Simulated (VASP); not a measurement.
KBr, 2 atoms in the cell. The cell holds a molecule in a box, 2 atoms: a = 12.000 Å, b = 10.000 Å, c = 11.000 Å, α = 90.00°, β = 90.00°, γ = 90.00°. 

* Program: VASP 6.6.1
* Task: single point
* Functional: PBE
* Potentials or basis: VASP PAW PBE potentials, release 64 (K_sv, Br)
* Cutoff: 520 eV
* k mesh: 1 × 1 × 1
* Occupations: gaussian, width 0.01 eV
* Spin: no spin polarisation
* Further INCAR settings: ALGO = Normal; EDIFF = 1e-07; NBANDS = 15

Potentials or basis: VASP PAW PBE potentials, release 64 (K_sv, Br).

Command:

```console
$ cat potpaw_PBE.64/K_sv/POTCAR potpaw_PBE.64/Br/POTCAR > POTCAR
$ mpirun -np 1 vasp_gam > vasp.out
```

Hardware: 1 thread of Intel(R) Xeon(R) Platinum 8259CL CPU @ 2.50GHz (Skylake/Cascade Lake), with other jobs on the host.

Problem. How long does it take, and how much memory?

Solution. Wall time 110 s on 1 thread of Intel(R) Xeon(R) Platinum 8259CL CPU @ 2.50GHz (Skylake/Cascade Lake) (shared host), peak memory 0.98 GiB. Counts: scf iterations 27, k points 1.
